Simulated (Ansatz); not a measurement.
A band-structure calculation of HfO2 (started from an entry of an open crystallographic database) with Ansatz 0.2.0, at the level PBE. Cell and atoms come from a relaxation with r2SCAN.

Input file:
```yaml
crystal:
  lattice:
    - [0.0, 2.5291823175, 2.5291823175]
    - [2.5291823175, 0.0, 2.5291823175]
    - [2.5291823175, 2.5291823175, 0.0]
  atoms:
    - { symbol: Hf, position: [0.0, 0.0, 0.0] }
    - { symbol: O, position: [0.25, 0.25, 0.25] }
    - { symbol: O, position: [0.75, 0.75, 0.75] }
kpoints:
  mp_grid: { grid: [8, 8, 8] }
  band_path:
    path:
      - [[0.0, 0.0, 0.0], [0.5, -1.825760394129e-34, 0.5], [0.625, 0.25, 0.625]]
      - [[0.375, 0.375, 0.75], [0.0, 0.0, 0.0], [0.5, 0.5, 0.5], [0.5, 0.25, 0.75], [0.5, -1.825760394129e-34, 0.5]]
    npoints: 10
hamiltonian:
  xc: pbe
scf:
  occupations: { method: fermi_dirac, width: 0.02 }
  n_extra_bands: 4
output:
  forces: true
  stress: true
  eigenvalues: true
```

Command: `ansatz run input.yaml --threads 2 --pin off --max-ram 2211MiB --backend cpu --events-out ev --progress --plain --runs-dir out`.

Question: It took 2.4 s on 2 threads of Arm Neoverse N1, with other jobs on the host. What peak of host memory did it reach?

Answer: About 0.35 GiB.

Question: What does the program print?

Answer: What the program printed (shortened):
```
Functional definition: PBE
Crystal: 3 atoms, lattice volume = 32.357 Å³
Basis set: ecut = 420 eV, 609 PW (Γ)
Bands: 23, of which v1, the nominal top of the filled ones, is band 19 counted from 1 (18 counted from 0)
Symmetry: 48 space group operations
Space group: Fm-3m (ITA 225)
k-points: 29 of 512
preconditioner: auto → none  [insulator: Δε(μ)=3.820 eV  σ=0.020 eV  ℏωp=39.2 eV]
SCF 1 converged in 7 iterations: F = -16861.396438 eV  dr2 = 2.47e-8
SCF converged after 7 iterations
Free energy (F): -16861.396438 eV
Fermi energy:    18.101917 eV
--- Per-component energies (eV) ---
  E_band       = 59.425647
  E_kinetic    = 772.954698
  E_local      = -5715.828297
  E_nonlocal   = -1147.130346
  E_hartree    = 2624.973523
  E_xc         = -448.171046
  E_vxc        = -455.391102
  E_paw        = -7242.921650
  E_vpaw       = 1354.879850
  E_ewald      = -5705.278326
--- Stress (GPa, compression-positive) ---
        5.983422       0.000000       0.000000
        0.000000       5.983422       0.000000
        0.000000       0.000000       5.983422
  P = ⅓ Tr σ = 5.9834 GPa (59.834 kbar)
```
Iteration counts and the last digits belong to this one run.

Levels along the path, in eV from the valence top (v1 is the last filled band, c1 the first empty one):
```tsv
point	distance (1/Å)	v2	v1	c1	c2
Γ	0.00	-0.62	-0.62	3.90	3.90
·	0.62	-0.71	-0.71	4.52	4.63
X	1.24	-1.60	0.00	3.80	5.54
·	1.46	-1.53	-0.07	4.02	5.52
U	1.68	-1.37	-0.34	4.34	5.47
K	1.68	-1.37	-0.34	4.34	5.47
·	2.21	-2.54	-0.69	4.36	5.22
·	2.87	-0.74	-0.62	3.95	4.00
Γ	3.00	-0.62	-0.62	3.90	3.90
·	3.43	-1.23	-1.23	4.48	4.48
·	3.97	-1.84	-1.84	4.65	4.65
L	4.07	-1.85	-1.85	4.63	4.63
·	4.43	-1.72	-1.38	4.61	4.94
·	4.87	-1.42	-0.27	4.82	5.19
W	4.95	-1.45	-0.21	4.84	5.19
·	5.20	-1.51	-0.13	4.38	5.43
·	5.51	-1.59	0.00	3.82	5.54
X	5.57	-1.60	0.00	3.80	5.54
```

The PBE gap is direct at X: 3.80 eV. Edges are sought over the mesh and the listed points. The mean pressure is +5.98 GPa (compression positive), so PBE would enlarge the cell's volume.

Spin-unpolarised throughout; all numbers are computed.

No spin-orbit coupling is included; it can move band edges with weight on the heavy atoms by tenths of an eV.
